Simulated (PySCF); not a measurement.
Identify the unknown among the candidates.

All candidates are C6H6O.

| technique | computed result |
| --- | --- |
| Dipole | 3.72 D [wB97X-D/def2-SVPD] |
| UV, strongest line | among the 8 lowest singlet transitions: S4 at 6.65 eV (186 nm, f = 0.183) [TDDFT wB97X-D/def2-SVPD] |
| Triplet | lowest triplet excitation (Tamm–Dancoff): 3.58 eV [TDA wB97X-D/def2-SVPD] |
| Polarisability | 68.8 au [wB97X-D/def2-SVPD] |
| UV, first state | lowest singlet excitation: 4.09 eV (303 nm, f = 0.000) [TDDFT wB97X-D/def2-SVPD] |
| Rotational structure | rotational constants A, B, C: 3.828, 2.543, 1.734 GHz [GFN2-xTB] |

Electronic properties: PySCF, gas phase, density fitting. Levels stand in brackets. Geometry: GFN2-xTB, one conformer, isolated molecule.

Question: Which candidate is it?
A. `C#CC(=O)C1CC1`
B. `Oc1ccccc1`
C. `C#CC(=O)CC=C`

Answer: A. It is `C#CC(=O)C1CC1`. Numbering: `[CH:1]#[C:2][C:3](=[O:4])[CH:5]1[CH2:6][CH2:7]1`. Its formula, C6H6O, gives 4 degrees of unsaturation: 1 ring and 3 π bonds in the structure found. The optimised geometry has point group Cs and is an asymmetric top.

The others, at the same levels:
- `Oc1ccccc1` fails: its computed lowest singlet excitation is 5.27 eV (235 nm, f = 0.032) (against 4.09 eV), lowest triplet excitation (Tamm–Dancoff) is 4.22 eV (against 3.58 eV) and strongest line among the 8 lowest singlet transitions is S4 at 7.10 eV (175 nm, f = 0.634) (against S4 at 6.65 eV).
- `C#CC(=O)CC=C` fails: its computed strongest line among the 8 lowest singlet transitions is S7 at 7.66 eV (162 nm, f = 0.219) (against S4 at 6.65 eV), static isotropic polarisability is 73.1 au (against 68.8 au) and rotational constant A is 7.138 GHz (against 3.828 GHz).

Each candidate is one conformer, not necessarily the lowest. The conformers computed, where there is a choice (atom-mapped SMILES and torsion angles):
- `[CH:1]#[C:2][C:3](=[O:4])[CH:5]1[CH2:6][CH2:7]1`: C2–C3–C5–C6 34°
- `[OH:1][c:2]1[cH:3][cH:4][cH:5][cH:6][cH:7]1`: H–O1–C2–C3 180°
- `[CH:1]#[C:2][C:3](=[O:4])[CH2:5][CH:6]=[CH2:7]`: C2–C3–C5–C6 178°, C3–C5–C6–C7 -120°
